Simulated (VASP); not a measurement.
Set up this calculation in VASP 6.6.1, as the native input.

* Task: single point
* Functional: PBE
* Dispersion: D3(BJ)
* Potentials or basis: VASP PAW PBE potentials, release 64 (Sn_d, Se)
* Cutoff: 520 eV
* k mesh: 6 × 6 × 6
* Occupations: fermi-dirac, width 0.02 eV
* Spin: no spin polarisation
* Dipole correction: no
* Further INCAR settings: ALGO = Normal; EDIFF = 1e-06; NBANDS = 17

The structure of SnSe lies in POSCAR:

```
SnSe
1.0
    0.0000000000      2.9806011577      2.9806011577
    2.9806011577      0.0000000000      2.9806011577
    2.9806011577      2.9806011577      0.0000000000
Sn Se
1 1
Direct
    0.0000000000      0.0000000000      0.0000000000
    0.5000000000      0.5000000000      0.5000000000
```

Measurements of this composition are mostly on another form, of space group No. 62.

The input as run:

INCAR

```
PREC = Accurate ; ENCUT = 520
EDIFF = 1E-6 ; ISMEAR = -1
SIGMA = 0.02 ; LREAL = F
LASPH = T ; NELM = 100
ALGO = Normal ; ISIF = 2
LWAVE = F ; LCHARG = F
GGA = PE ; IVDW = 12
NBANDS = 17
```

KPOINTS

```
Automatic mesh
0
Gamma
  6 6 6
```

Potentials or basis: VASP PAW PBE potentials, release 64 (Sn_d, Se).

Run with:

```sh
$ cat potpaw_PBE.64/Sn_d/POTCAR potpaw_PBE.64/Se/POTCAR > POTCAR
$ mpirun -np 1 vasp_std > vasp.out
```

It gave:

```json
{
  "Pressure": "0.0 GPa",
  "Band gap on the k mesh": "0.71 eV, direct",
  "Dispersion energy per atom": "-0.364 eV"
}
```

Caveat: spin-orbit coupling is left out, which moves the levels of the heavy elements.

It took 10 s on 1 thread of AMD EPYC 9R45 96-Core Processor (Zen 5) (shared host), peak memory 0.15 GiB.
